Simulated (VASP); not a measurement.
Set up this calculation in VASP 6.6.1, as the native input.

```yaml
Task: single point
Functional: PBEsol
Potentials_or_basis: VASP PAW PBE potentials, release 64 (Ge_d, Pt)
Cutoff: 520 eV
k_mesh: 6 × 8 × 6
Occupations: gaussian, width 0.1 eV
Spin: no spin polarisation
Further_INCAR_settings: ALGO = Fast; EDIFF = 1e-07; NBANDS = 58
```

The structure of GePt lies in POSCAR:

```
GePt
1.0
    5.8185200000      0.0000000000      0.0000000000
    0.0000000000      3.7530500000      0.0000000000
    0.0000000000      0.0000000000      6.1841100000
Ge Pt
4 4
Direct
    0.6865260000      0.2500000000      0.5881940000
    0.8134740000      0.7500000000      0.0881940000
    0.3134740000      0.7500000000      0.4118060000
    0.1865260000      0.2500000000      0.9118060000
    0.9977050000      0.2500000000      0.3074150000
    0.5022950000      0.7500000000      0.8074150000
    0.0022950000      0.7500000000      0.6925850000
    0.4977050000      0.2500000000      0.1925850000
```

The cell was built by a generator and needn't be a form met in nature.

These files were run (other wordings do the same):

INCAR

```
PREC = Accurate
ENCUT = 520
EDIFF = 1E-7
ISMEAR = 0
SIGMA = 0.1
LREAL = F
LASPH = T
NELM = 100
ALGO = Fast
ISIF = 2
LWAVE = F
LCHARG = F
GGA = PS
NBANDS = 58
KPAR = 4
```

KPOINTS

```
regular mesh
0
Gamma
  6 8 6
```

Potentials or basis: VASP PAW PBE potentials, release 64 (Ge_d, Pt).

The run is started by

```sh
$ cat potpaw_PBE.64/Ge_d/POTCAR potpaw_PBE.64/Pt/POTCAR > POTCAR
$ mpirun -np 4 vasp_std > vasp.out
```

It gave:

```
Pressure               : -6.6 GPa
Largest force          : 0.058 eV/Å
Band gap on the k mesh : none (metal or under the smearing width)
```

Caveat: the PAW data sets were made with another functional, which shifts forces and pressure a little.

It took 81 s on 4 MPI ranks on Intel(R) Xeon(R) 6975P-C (Granite Rapids), on a shared host, peak memory 0.56 GiB a rank.
